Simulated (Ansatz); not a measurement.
A run of Ansatz 0.2.0 is set up as follows.

input.yaml

```yaml
crystal:
  lattice:
    - [2.82766816, -4.89766492, 0.0]
    - [5.65533632, 0.0, 0.0]
    - [2.82766816, -1.63255497, 4.63546322]
  atoms:
    - { symbol: Ba, position: [0.91779247, 0.96775091, 0.97383736] }
    - { symbol: Ba, position: [0.57742951, 0.65455723, 0.34893146] }
    - { symbol: Ti, position: [0.85544443, 0.70465259, 0.78240916] }
    - { symbol: Ti, position: [0.2254501, 0.19420324, 0.34593407] }
    - { symbol: O, position: [0.10783783, 0.46592468, 0.94251724] }
    - { symbol: O, position: [0.52682404, 0.06235204, 0.36075773] }
    - { symbol: O, position: [0.62664548, 0.39895374, 0.01956568] }
    - { symbol: O, position: [0.86136909, 0.0487807, 0.56098022] }
    - { symbol: O, position: [0.50457995, 0.98889507, 0.05291614] }
    - { symbol: O, position: [0.8179271, 0.5352298, 0.54825093] }
hamiltonian:
  xc: r2scan
  pseudopotentials: { kind: paw }
  hubbard: { sites: [{ species: Ti, l: d, u_eff: 5.0 }] }
kpoints:
  mp_grid: { grid: [6, 6, 6] }
  band_path:
    path:
      - [[0.0, 0.0, 0.0], [0.0, -0.5, 0.0], [0.4987152748, -0.2506423626, 0.2493576374]]
      - [[0.2506423626, -0.2506423626, 0.5], [0.0, 0.0, 0.5], [0.0, 0.0, 0.0], [0.3746788187, -0.3746788187, 0.0]]
      - [[0.3746788187, -0.2506423626, 0.3746788187], [0.5, 0.0, 0.5], [0.3759635439, 0.0, 0.6253211813], [0.0, 0.0, 0.5]]
      - [[0.0, -0.5, 0.0], [0.0, -0.3759635439, 0.3746788187]]
    npoints: 10
scf:
  occupations: { method: fermi_dirac, width: 0.05 }
  n_extra_bands: 25
output:
  forces: true
  stress: true
  eigenvalues: true
  fatbands: false
```

Potentials or basis: Ansatz PAW.

The run is started by

```console
$ ansatz run input.yaml --threads 4 --pin off --max-ram 11264MiB --backend cpu --events-out ev --progress --plain --runs-dir out
```

Estimate the band gap along the path.

1.09 eV, indirect (least direct gap 1.11 eV).

Estimate the largest force.

21.305 eV/Å.

What does it give for the pressure?

65.8 GPa.

Predict the band gap on the k mesh.

1.04 eV, indirect (least direct gap 1.11 eV).

Levels at the corners of the path, in eV from the valence-band top:
```tsv
point	band 37	band 38	band 39	band 40	band 41	band 42	band 43	band 44
Γ	-2.24	-1.39	-0.58	-0.09	1.14	1.29	1.76	2.07
L	-2.25	-1.47	-0.28	0.00	1.11	1.44	1.72	2.09
B1	-2.21	-1.76	-0.58	-0.21	1.14	1.48	1.87	2.05
B	-2.09	-1.78	-0.65	-0.27	1.28	1.39	1.84	2.05
Z	-1.82	-1.65	-0.78	-0.34	1.24	1.58	1.66	2.19
Γ	-2.24	-1.39	-0.58	-0.09	1.14	1.29	1.76	2.07
X	-2.38	-1.59	-0.59	-0.15	1.13	1.42	1.80	2.12
Q	-2.18	-1.80	-0.56	-0.18	1.10	1.52	1.79	1.98
F	-2.05	-1.80	-0.90	-0.33	1.15	1.51	1.81	1.95
P1	-2.04	-1.77	-0.87	-0.35	1.22	1.45	1.87	2.05
Z	-1.82	-1.65	-0.78	-0.34	1.24	1.58	1.66	2.19
L	-2.25	-1.47	-0.28	0.00	1.11	1.44	1.72	2.09
P	-2.14	-1.51	-0.49	-0.29	1.36	1.41	1.84	2.14
```

Caveat: a pressure of tens of GPa on the cell as given is suspect, and the run, the potentials or the cell itself is likely at fault; spin-orbit coupling is left out, which moves the levels of the heavy elements; the PAW data sets come from PBE, with cores solved anew for the run's functional, which leaves a small shift of forces and pressure; forces of over 1 eV/Å show positions far from the minimum, so gaps and moduli don't describe the material at rest.
